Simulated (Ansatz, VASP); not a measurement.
**CaO in VASP and in Ansatz**

```
Ca O
1.0
     2.37199    2.37199    0.00000
    -2.37199    2.37199    0.00000
     0.00000    2.37199    2.37199
Ca O
1 1
Cartesian
  0.0000 0.0000 0.0000
  0.0000 2.3720 0.0000
```

Alike in both runs: functional r2SCAN; k mesh 8 × 8 × 8; no spin polarisation.

Ansatz relaxed the structure, and its values are those at the end. VASP's run is a single point on that final structure, the one shown.

```csv
,VASP,Ansatz
version,VASP 6.6.1,Ansatz 0.2.0
potentials or method,"VASP PAW PBE potentials, release 64 (Ca_sv, O)","PAW with Ansatz's default frozen-core files, scalar-relativistic"
plane-wave cutoff (eV),520,500
occupations,"gaussian, width 0.01 eV",fixed
valence electrons in the cell,16,16
```

```csv
,VASP,Ansatz,Ansatz less VASP
gap on the k mesh at the Fermi level (eV),4.17,4.19,+0.014
pressure (GPa),5.2,4.0,-1.22
```

Caveats: the PAW data sets were made with another functional, which shifts forces and pressure a little (VASP). A k mesh can miss the band edges.
